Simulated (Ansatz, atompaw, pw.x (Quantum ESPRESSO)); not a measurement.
## tungsten: one change to the PAW (atompaw) potential, in the atom and in the fcc crystal

atompaw 4.2.0.5 input, output lines left out:

```
W 74
GGA-PBE scalarrelativistic loggrid 2001 logderivrange -2 5 176
6 6 5 4 0 0
6 1 0
5 2 4
0 0 0
c
c
c
c
c
v
c
c
c
c
v
c
c
v
c
2
2.80 2.35 2.75 1.90
y
1.2
n
y
0.3
n
y
2.6
n
custom rrkj gramschmidtortho sinc
bessel
2.20
2.20
2.80
2.80
2.80
2.80
```

Change: augmentation sinc compensation charge, radius 2.35 bohr; PAW radius 2.80 bohr; waves and projectors: custom polynom vanderbiltortho.

Cutoffs, loose and tight: the cutoffs (Ry, on a coarse ladder) from which the occupation-weighted sum of valence levels, in a spherical-Bessel basis at the reference potential, stays within 10 and 1 mRy of its value at 400 Ry. They see the waves, projectors and local potential, not the compensation charge or the core.

Crystal test: fcc W in pw.x 7.5, no spin, 14³ k-points, Fermi–Dirac smearing 0.01 Ry, cutoffs set for each file from its atomic test. The reference is all-electron LAPW (Ansatz 0.2.0) with the same functional, mesh and smearing; V0 and B0 come from Birch–Murnaghan fits to the pressures at five volumes. Errors are pseudo minus all-electron; Δ is the rms difference of the E(V) curves that follow from these fits, minima aligned, over ±6 % about the mean V0. Mesh and smearing are coarse, so the numbers serve the comparison and aren't converged zero-temperature values; the lattice is a test structure that the element need not adopt.

All-electron: a0 = 4.039 Å (V0 = 16.47 Å³/atom), B0 = 280.9 GPa.

**Question.** Does the change bring the crystal closer to the all-electron result?

**Answer.** The mean pressure error goes from +10.70 to +45.31 GPa, so the change moves the solid further from the all-electron pressures.

```tsv
quantity	base	changed
outcome (atom)	generated	generated
cutoff, loose (atom)	12 Ry	12 Ry
cutoff, tight (atom)	18 Ry	21 Ry
bound ghosts (atom)	none	p, s
cutoffs in pw.x (Ry)	40/400	40/400
a0 (Å)	4.087	–
a0 error (%)	+1.18	–
B0 error (%)	-0.2	–
Δ (meV/atom)	36.3	–
mean pressure error (GPa)	+10.70	+45.31
```

A dash: not determined, or the minimum lies outside the volumes sampled.

Base: This is a poor potential for the solid. The logarithmic derivative shows an extra or strongly shifted pseudo pole above the reference energy (p near 1.20 Ry). Changed file: This is a poor potential for the solid. Note: ghost states, extra bound levels that the all-electron valence spectrum of the same l lacks: p at -21.2 eV, s at -4.2 eV. A true bound ghost makes a file unfit for plane-wave use. The atomic cutoffs weigh occupied waves only.
